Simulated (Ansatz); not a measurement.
# AlN: comparing deformations

These are results of Ansatz 0.2.0, DFT PBE, scalar-relativistic, plane waves, PAW, not measurements. Settings: plane waves to 420 eV, k-mesh 10×10×10 (Γ-centred), Gaussian smearing 0.05 eV. No spin polarisation. Energies are free energies at this smearing, counted from the undisturbed cell; pressure is positive in compression.

Reference structure (relaxed at this level; this zinc-blende form isn't the usual structure):

```
Al N
1.0
     0.00000    2.20159    2.20159
     2.20159    0.00000    2.20159
     2.20159    2.20159    0.00000
Al N
1 1
Direct
  0.00000 0.00000 0.00000
  0.75000 0.75000 0.75000
```

The cell is strained by ε times a Voigt pattern (xx, yy, zz, yz, xz, xy; engineering shear) with fractional coordinates fixed. τ = (1/V0) dE/dε comes from the stress tensor. Of each scan, only the three points used here are listed.

| pattern | ε | τ (GPa) |
| --- | --- | --- |
| (1, 1, 0, 0, 0, 0) | -0.0150 | -13.49 |
| (1, 1, 0, 0, 0, 0) | 0.0000 | -0.01 |
| (1, 1, 0, 0, 0, 0) | 0.0150 | 12.32 |
| (0, 0, 1, 0, 0, 0) | -0.0150 | -4.24 |
| (0, 0, 1, 0, 0, 0) | 0.0000 | 0.00 |
| (0, 0, 1, 0, 0, 0) | 0.0150 | 4.19 |
| (0, 0, 0, 1, 0, 0) | -0.0025 | -0.53 |
| (0, 0, 0, 1, 0, 0) | 0.0000 | 0.00 |
| (0, 0, 0, 1, 0, 0) | 0.0025 | 0.53 |
| (0, 0, 0, 0, 0, 1) | -0.0050 | -1.07 |
| (0, 0, 0, 0, 0, 1) | 0.0000 | 0.00 |
| (0, 0, 0, 0, 0, 1) | 0.0050 | 1.07 |

Question: Which constants do the scans give, and which deformation costs least for the same size of strain tensor?

Answer: The slope dτ/dε at zero (parabola through three points) is pᵀCp: (1, 1, 0, 0, 0, 0) gives 2(C11 + C12) = 860 GPa; (0, 0, 1, 0, 0, 0) gives C11 = 281 GPa; (0, 0, 0, 1, 0, 0) gives C44 = 213 GPa; (0, 0, 0, 0, 0, 1) gives C44 = 213 GPa. The size of the strain tensor, ε:ε, is ε² times 2.0, 1.0, 0.5, 0.5. Per unit of it the stiffnesses are 430, 281, 426, 426 GPa, so (0, 0, 1, 0, 0, 0) is the softest of these: at ε:ε = (1 %)² the quadratic term costs 0.94 meV/atom against 1.43 for the stiffest. These are clamped-ion values.

Question: What else follows for this cubic crystal?

Answer: From the unrounded slopes C11 = 281.2 and C12 = 148.9 GPa, so B = (C11 + 2 C12)/3 = 193 GPa and the Poisson ratio for a pull along a cube edge is C12/(C11 + C12) = 0.35.

Question: How anisotropic is this cubic crystal?

Answer: Zener's ratio 2 C44/(C11 − C12) = 3.22 with clamped ions; it is 1 for an isotropic solid.

Forces appear on the atoms along this scan, and letting them relax would lower the energy and soften the response.